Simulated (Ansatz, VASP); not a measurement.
**Two plane-wave programs on SnO**

File INCAR:

```
SYSTEM = SnO
  ALGO = Normal
  EDIFF = 1E-7
  ENCUT = 520
  GGA = PS
  ISIF = 2
  ISMEAR = -1
  LASPH = .True.
  LCHARG = .False.
  LREAL = .False.
  LWAVE = .False.
  NBANDS = 28
  NELM = 80
  PREC = Accurate
  SIGMA = 0.05
```

The input KPOINTS:

```
k-points
0
Gamma
  8 5 6
  0 0 0
```

POSCAR

```
SnO
1.0
    3.4208061173      0.0000000000      0.0000000000
    0.0000000000      5.7853891942      0.0000000000
    0.0000000000      0.0000000000      4.3047747479
Sn O
2 2
Direct
    0.5000000000      0.7680910000      0.0131440000
    0.0000000000      0.2319090000      0.5131440000
    0.5000000000      0.1087500000      0.2368570000
    0.0000000000      0.8912500000      0.7368570000
```

File input.yaml:

```yaml
crystal:
  lattice:
    - [3.4208061173, 0.0, 0.0]
    - [0.0, 5.7853891942, 0.0]
    - [0.0, 0.0, 4.3047747479]
  atoms:
    - { symbol: Sn, position: [0.5, 0.768091, 0.013144] }
    - { symbol: Sn, position: [0.0, 0.231909, 0.513144] }
    - { symbol: O, position: [0.5, 0.10875, 0.236857] }
    - { symbol: O, position: [0.0, 0.89125, 0.736857] }
hamiltonian:
  xc: pbesol
  pseudopotentials: { kind: paw }
kpoints:
  mp_grid: { grid: [8, 5, 6] }
scf:
  occupations: { method: fermi_dirac, width: 0.05 }
output:
  forces: true
  stress: true
  eigenvalues: true
```

Change from the starting cell: volume scaled by 1.06.

Alike in both runs: task single point; functional PBEsol; k mesh 8 × 5 × 6; occupations fermi-dirac, width 0.05 eV; no spin polarisation.

```csv
,VASP,Ansatz
version,VASP 6.6.1,Ansatz 0.2.0
potentials or method,"VASP PAW PBE potentials, release 64 (Sn_d, O)",Ansatz PAW
plane-wave cutoff (eV),520,420
valence electrons in the cell,40,40
```

```csv
,VASP,Ansatz,Ansatz less VASP
gap on the k mesh at the Fermi level (eV),1.50,1.51,+0.009
least direct gap on the mesh (eV),2.10,2.11,+0.010
pressure (GPa),-6.5,-6.6,-0.14
largest component of the traceless stress (GPa),1.10,1.13,+0.033
rms of the force components (eV/Å),0.464,0.492,+0.0276
```

Atom by atom the forces differ by 0.028 eV/Å (rms over components).

Caveats: spin-orbit coupling is left out, which moves the levels of the heavy elements; the PAW data sets were made with another functional, which shifts forces and pressure a little (VASP); an odd mesh through Γ misses points on the zone boundary, where band edges often lie (VASP); odd divisions of the mesh miss points on the zone boundary, where band edges often lie, so the gap on the mesh can be too wide (Ansatz); the pressure holds a Pulay correction of +0.4 GPa for the finite cutoff (Ansatz); the PAW data sets come from PBE, with cores solved anew for the run's functional, which leaves a small shift of forces and pressure (Ansatz); forces of over 1 eV/Å show positions far from the minimum, so gaps and moduli don't describe the material at rest (Ansatz).
